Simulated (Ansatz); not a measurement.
# TiSi2: the cost of one run

Method: DFT PBEsol, scalar-relativistic, plane waves, PAW, in Ansatz 0.2.0.

3 further runs of the same task are left out: 1 that didn't finish, 2 set aside as unsound or not needed.

**1. Starting point**

It takes space group Cmcm (No. 63, orthorhombic). The conventional cell has a = 3.517 Å, b = 13.348 Å, c = 3.556 Å, α = 90.00°, β = 90.00°, γ = 90.00°. Around Ti (site symmetry m2m) lie 10 Si at 2.56 to 2.79 Å. Around Si (site symmetry m2m) lie 2 Si at 2.39 Å and 6 Ti at 2.56 to 2.79 Å. Around Si (site symmetry m2m) lie 4 Si at 2.50 Å and 4 Ti at 2.64 to 2.65 Å.

Structure file:

```cif
data_structure
_symmetry_space_group_name_H-M 'P 1'
_symmetry_Int_Tables_number 1
_cell_length_a 6.9019
_cell_length_b 6.9019
_cell_length_c 3.5556
_cell_angle_alpha 90.000
_cell_angle_beta 90.000
_cell_angle_gamma 150.478
_cell_volume 83.46
loop_
_atom_site_label
_atom_site_type_symbol
_atom_site_fract_x
_atom_site_fract_y
_atom_site_fract_z
_atom_site_occupancy
Ti1 Ti 0.89752 0.10248 0.75000 1
Ti2 Ti 0.10248 0.89752 0.25000 1
Si1 Si 0.55999 0.44001 0.75000 1
Si2 Si 0.44001 0.55999 0.25000 1
Si3 Si 0.24972 0.75028 0.75000 1
Si4 Si 0.75028 0.24972 0.25000 1
```

It goes back to an entry of the Materials Project, which need not be the stable form.

This cell was relaxed beforehand with the same method: volume 13.91 Å³/atom, gap on the mesh none (metal).

**2. The reference: the undisturbed cell on the scan's mesh**

File input.yaml:

```yaml
crystal:
  lattice:
    - [1.7585248039, -6.6741239124, 0.0]
    - [1.7585248039, 6.6741239124, 0.0]
    - [0.0, 0.0, 3.5556151851]
  atoms:
    - { symbol: Ti, position: [0.8975172586, 0.1024827414, 0.75] }
    - { symbol: Ti, position: [0.1024827414, 0.8975172586, 0.25] }
    - { symbol: Si, position: [0.5599863203, 0.4400136797, 0.75] }
    - { symbol: Si, position: [0.4400136797, 0.5599863203, 0.25] }
    - { symbol: Si, position: [0.2497198032, 0.7502801968, 0.75] }
    - { symbol: Si, position: [0.7502801968, 0.2497198032, 0.25] }
basis:
  ecutwfc: 420
kpoints:
  mp_grid: { grid: [10, 10, 10] }
hamiltonian:
  xc: pbesol
scf:
  occupations: { method: gaussian, width: 0.15 }
output:
  forces: true
  stress: true
  eigenvalues: true
```

Launch:

```sh
> ansatz run input.yaml --threads 2 --pin off --max-ram 5120MiB --backend cpu --events-out ev --progress --plain --runs-dir out
```

What time and memory should one allow on 2 threads of Arm Neoverse V2, shared host?

About 10 s, with a peak of 0.58 GiB.
